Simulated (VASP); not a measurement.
From an Ansatz input to VASP: PbS (strained rocksalt)

Ansatz input

```yaml
crystal:
  lattice:
    - [0.0, 2.8976156959, 3.0101436214]
    - [2.8976156959, 0.0, 3.0101436214]
    - [2.8976156959, 2.8976156959, 0.0]
  atoms:
    - { symbol: Pb, position: [0.0, 0.0, 0.0] }
    - { symbol: S, position: [0.5, 0.5, 0.5] }
kpoints:
  mp_grid: { grid: [8, 8, 8] }
  band_path:
    path:
      - [0.0, 0.0, 0.0]
      - [0.5, 0.0, 0.5]
      - [0.625, 0.25, 0.625]
      - [0.375, 0.375, 0.75]
      - [0.5, 0.5, 0.5]
      - [0.5, 0.25, 0.75]
      - [0.0, 0.0, 0.5]
    npoints: 1
hamiltonian:
  xc: pbe
scf:
  occupations: { method: fermi_dirac, width: 0.02 }
  n_extra_bands: 4
output:
  forces: true
  stress: true
  eigenvalues: true
```

**Question.** Write VASP inputs for this cell and level of theory.

**Answer.** 

INCAR

```
SIGMA = 0.02
ISMEAR = -1
LELF = .TRUE.
LREAL = .FALSE.
NSW = 0
GGA = PE
LWAVE = .FALSE.
NBANDS = 17
NELM = 120
IBRION = -1
ISIF = 2
PREC = Accurate
ENCUT = 520
EDIFF = 1E-7
LCHARG = .TRUE.
LASPH = .TRUE.
```

KPOINTS

```
KPOINTS created by Atomic Simulation Environment
0
Gamma
8 8 8
0 0 0
```

KPOINTS_OPT

```
special points
7
Reciprocal
0.0000000000 0.0000000000 0.0000000000 1
0.5000000000 0.0000000000 0.5000000000 1
0.6250000000 0.2500000000 0.6250000000 1
0.3750000000 0.3750000000 0.7500000000 1
0.5000000000 0.5000000000 0.5000000000 1
0.5000000000 0.2500000000 0.7500000000 1
0.0000000000 0.0000000000 0.5000000000 1
```

POSCAR

```
Pb S
 1.0000000000000000
     0.0000000000000000    2.8976156958999999    3.0101436214000001
     2.8976156958999999    0.0000000000000000    3.0101436214000001
     2.8976156958999999    2.8976156958999999    0.0000000000000000
 Pb  S
   1   1
Cartesian
  0.0000000000000000  0.0000000000000000  0.0000000000000000
  2.8976156958999999  2.8976156958999999  3.0101436214000001
```

VASP ran with the recommended PBE PAW datasets (20 valence electrons in the cell). Other inputs would serve too.

```csv
,Ansatz,VASP
gap between bands v and c,0.19 eV,0.20 eV
least direct gap,0.19 eV,0.20 eV
pressure,4.6 GPa,4.5 GPa
```

Datasets and cutoffs are each program's own. VASP's cell holds 20 valence electrons and Ansatz's 20. Ansatz's stress includes a Pulay correction; VASP's doesn't.
